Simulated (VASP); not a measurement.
# VASP 6.6.1 run: SrO

INCAR

```
NELM = 120
NBANDS = 15
GGA = PE
PREC = Accurate
IVDW = 20
SIGMA = 0.02
LREAL = .FALSE.
ISMEAR = -1
LCHARG = .FALSE.
ENCUT = 520
EDIFF = 1E-7
IBRION = -1
LASPH = .TRUE.
ISIF = 2
LWAVE = .FALSE.
NSW = 0
```

KPOINTS

```
KPOINTS created by Atomic Simulation Environment
0
Gamma
8 8 8
0 0 0
```

POSCAR

```
Sr O
 1.0000000000000000
     0.0000000000000000    2.4766966328000000    2.6402929364999999
     2.4766966328000000    0.0000000000000000    2.6402929364999999
     2.4766966328000000    2.4766966328000000    0.0000000000000000
 Sr  O
   1   1
Cartesian
  0.0000000000000000  0.0000000000000000  0.0000000000000000
  2.4766966328000000  2.4766966328000000  2.6402929365000003
```

The recommended PBE PAW datasets give the neutral cell 16 valence electrons.

Command

```
mpirun -np 1 vasp_std
```

Question: How does this run end, and what does it give?

Answer: It converged. Results: gap between bands v and c on the k mesh 3.09 eV; least direct gap on the k mesh 3.10 eV; pressure 1.6 GPa. Band v is the last that the valence electrons fill when counted band by band, and c is the next.

OSZICAR

```
N       E                     dE             d eps       ncg     rms          rms(c)
DAV:   1     0.695013632857E+02    0.69501E+02   -0.85283E+03  1770   0.105E+03
DAV:   2    -0.111047447642E+02   -0.80606E+02   -0.74878E+02  2425   0.226E+02
DAV:   3    -0.141152957800E+02   -0.30106E+01   -0.29968E+01  2261   0.394E+01
DAV:   4    -0.141838904300E+02   -0.68595E-01   -0.68585E-01  2216   0.581E+00
DAV:   5    -0.141856333970E+02   -0.17430E-02   -0.17430E-02  2284   0.714E-01    0.186E+01
DAV:   6    -0.120660326066E+02    0.21196E+01   -0.65334E+00  1854   0.201E+01    0.218E+01
DAV:   7    -0.119429223088E+02    0.12311E+00   -0.26605E-01  2141   0.471E+00    0.127E+01
DAV:   8    -0.119308410226E+02    0.12081E-01   -0.11212E-01  2302   0.330E+00    0.693E-01
DAV:   9    -0.119326068762E+02   -0.17659E-02   -0.52807E-03  2394   0.481E-01    0.233E-01
DAV:  10    -0.119331166855E+02   -0.50981E-03   -0.47724E-04  1861   0.194E-01    0.694E-02
DAV:  11    -0.119332339049E+02   -0.11722E-03   -0.10689E-04  1973   0.765E-02    0.266E-02
DAV:  12    -0.119332511899E+02   -0.17285E-04   -0.23691E-05  1875   0.359E-02    0.104E-02
DAV:  13    -0.119332511841E+02    0.58817E-08   -0.67257E-07  2085   0.743E-03
   1 F= -.13148612E+02 E0= -.13148612E+02  d E =-.727774E-12
```

For comparison, a separate PBE run of the intended cell, on usual settings and not on those above, gives a gap of 3.09 eV on its mesh and a pressure of 9.7 GPa.
